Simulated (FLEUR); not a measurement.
CaF2 (Fluorite) in FLEUR: convergence with Gmax

Input of the first run (Gmax 9); the others differ in this setting and in those tied to it:

Contents of inp.xml:

```xml
<?xml version="1.0" encoding="UTF-8" standalone="no"?>
<fleurInput fleurInputVersion="0.39">
   <comment>
      CaF2                                                                                                
   </comment>
   <calculationSetup>
      <cutoffs Kmax="4.22" Gmax="9.0" GmaxXC="9.0" numbands="0"/>
      <scfLoop itmax="60" minDistance="0.00001" maxIterBroyd="15" imix="Anderson" alpha="0.05" precondParam="0.0" spinf="2.0" sdNocoIR="T"/>
      <coreElectrons ctail="T" frcor="F" kcrel="0" coretail_lmax="0"/>
      <xcFunctional name="pbe" relativisticCorrections="F"/>
      <magnetism jspins="1"/>
      <soc l_soc="F" theta="0.0" phi="0.0" spav="F"/>
      <expertModes spex="0" secvar="F"/>
      <geometryOptimization l_f="T" forcealpha="1.0" forcemix="BFGS" epsdisp="0.0005" epsforce="0.0002"/>
      <ldaU l_linMix="F" mixParam="0.05" spinf="1.0"/>
   </calculationSetup>
   <cell>
      <bzIntegration valenceElectrons="24.0" mode="hist" fermiSmearingEnergy="0.00183747">
         <kPointListSelection listName="default-1"/>
         <!-- k-points included here -->
         <xi:include xmlns:xi="http://www.w3.org/2001/XInclude" href="kpts.xml"> </xi:include>
      </bzIntegration>
      <!-- symmetry operations included here -->
      <xi:include xmlns:xi="http://www.w3.org/2001/XInclude" href="sym.xml"> </xi:include>
      <bulkLattice scale="1.0">
         <bravaisMatrix>
            <row-1>    0.0000000000000000     5.1608420462825997     5.1608420462825997</row-1>
            <row-2>    5.1608420462825997     0.0000000000000000     5.1608420462825997</row-2>
            <row-3>    5.1608420462825997     5.1608420462825997     0.0000000000000000</row-3>
         </bravaisMatrix>
      </bulkLattice>
   </cell>
   <atomSpecies>
      <species name="Calcium (Ca)" element="Ca" atomicNumber="20">
         <mtSphere radius="2.32" gridPoints="777" logIncrement="0.015"/>
         <atomicCutoffs lmax="9" lnonsphr="9"/>
         <electronConfig flipSpins="F">
            <coreConfig>(1s1/2) (2s1/2) (2p1/2) (2p3/2)</coreConfig>
            <valenceConfig>(3s1/2) (3p1/2) (3p3/2) (4s1/2)</valenceConfig>
         </electronConfig>
         <energyParameters s="4" p="3" d="3" f="4"/>
         <lo type="SCLO" l="0" n="3" eDeriv="0"/>
         <lo type="HELO" l="1" n="4" eDeriv="0"/>
         <lo type="HELO" l="1" n="4" eDeriv="1"/>
         <lo type="SCLO" l="2" n="3" eDeriv="2"/>
         <lo type="SCLO" l="3" n="4" eDeriv="2"/>
      </species>
      <species name="Fluorine (F)" element="F" atomicNumber="9">
         <mtSphere radius="1.78" gridPoints="593" logIncrement="0.018"/>
         <atomicCutoffs lmax="8" lnonsphr="8"/>
         <electronConfig flipSpins="F">
            <coreConfig>(1s1/2)</coreConfig>
            <valenceConfig>(2s1/2) (2p1/2) (2p3/2)</valenceConfig>
            <stateOccupation state="(2p1/2)" spinUp="0.833333" spinDown="0.833333"/>
            <stateOccupation state="(2p3/2)" spinUp="1.666667" spinDown="1.666667"/>
         </electronConfig>
         <energyParameters s="2" p="2" d="3" f="4"/>
         <lo type="SCLO" l="0" n="2" eDeriv="2"/>
         <lo type="SCLO" l="1" n="2" eDeriv="2"/>
         <lo type="SCLO" l="2" n="3" eDeriv="2"/>
      </species>
   </atomSpecies>
   <atomGroups>
      <atomGroup species="Calcium (Ca)">
         <relPos label="                   1">.0000000000 .0000000000 .0000000000</relPos>
         <force calculate="T" relaxXYZ="TTT"/>
      </atomGroup>
      <atomGroup species="Fluorine (F)">
         <relPos label="                   2">-1.000/4.000 -1.000/4.000 -1.000/4.000</relPos>
         <relPos label="                   3">1.000/4.000 1.000/4.000 1.000/4.000</relPos>
         <force calculate="T" relaxXYZ="TTT"/>
      </atomGroup>
   </atomGroups>
   <output dos="F" band="F" slice="F">
      <checks vchk="F" cdinf="F"/>
      <bandDOS minEnergy="-.5*Htr" maxEnergy="0.5*Htr" sigma="0.015" storeEVData="T"/>
      <vacuumDOS vacdos="F" integ="F" star="F" nstars="0" locx1="0.0" locy1="0.0" locx2="0.0" locy2="0.0" nstm="0" tworkf="0.0"/>
      <unfoldingBand unfoldBand="F" supercellX="1" supercellY="1" supercellZ="1"/>
      <plotting iplot="0" polar="F">
         <plot TwoD="T" vec1="  1.0  0.0  0.0" vec2="  0.0  1.0  0.0" vec3="  0.0  0.0  1.0" zero="  0.0  0.0  0.0" file="plot"/>
      </plotting>
      <chargeDensitySlicing numkpt="0" minEigenval="0.0" maxEigenval="0.0" nnne="0" pallst="F"/>
      <specialOutput eonly="F"/>
      <moessbauerParams electricFieldGradient="T" isomerShift="T" coreHyperfine="T" valenceHyperfine="T"/>
      <magneticCircularDichroism mcd="F" energyLo="-10.0" energyUp="0.0"/>
   </output>
  <!-- We include the file relax.xml here to enable relaxations (see documentation) -->
  <xi:include xmlns:xi="http://www.w3.org/2001/XInclude" href="relax.xml"> <xi:fallback/> </xi:include>
</fleurInput>
```

The input crystal.txt:

```
CaF2
&input cartesian=F /
0.0000000000  2.7310000000  2.7310000000
2.7310000000  0.0000000000  2.7310000000
2.7310000000  2.7310000000  0.0000000000
1.8897261246
1.0 1.0 1.0

3
20 0.0000000000  0.0000000000  0.0000000000
9 0.7500000000  0.7500000000  0.7500000000
9 0.2500000000  0.2500000000  0.2500000000

&kpt div1=6 div2=6 div3=6 gamma=T /
```

Potentials or basis: all-electron, FLAPW.

Run with:

```bash
$ inpgen -f crystal.txt -profile fastHighL
$ # inp.xml edited to the form shown
$ fleur_MPI
```

Hardware: 1 thread of Arm Neoverse N1, on a shared host.

| Gmax | energy less the tightest run, at zero smearing (meV/atom) | SCF cycles | CPU time (s) | peak memory (GiB) |
| --- | --- | --- | --- | --- |
| 9 | -0.86 | 15 | 40 | 0.06 |
| 10.3 | -0.19 | 15 | 41 | 0.06 |
| 11.7 | 0.08 | 15 | 41 | 0.06 |
| 13.5 | 0.08 | 15 | 41 | 0.06 |
| 15.8 | 0.04 | 15 | 48 | 0.06 |
| 18 | -0.03 | 15 | 52 | 0.07 |
| 22.5 | 0.00 | 15 | 65 | 0.1 |

Against the tightest run, the energy stays within 1 meV/atom from 9 on. The tightest run that finished is the yardstick and may itself not be fully converged.
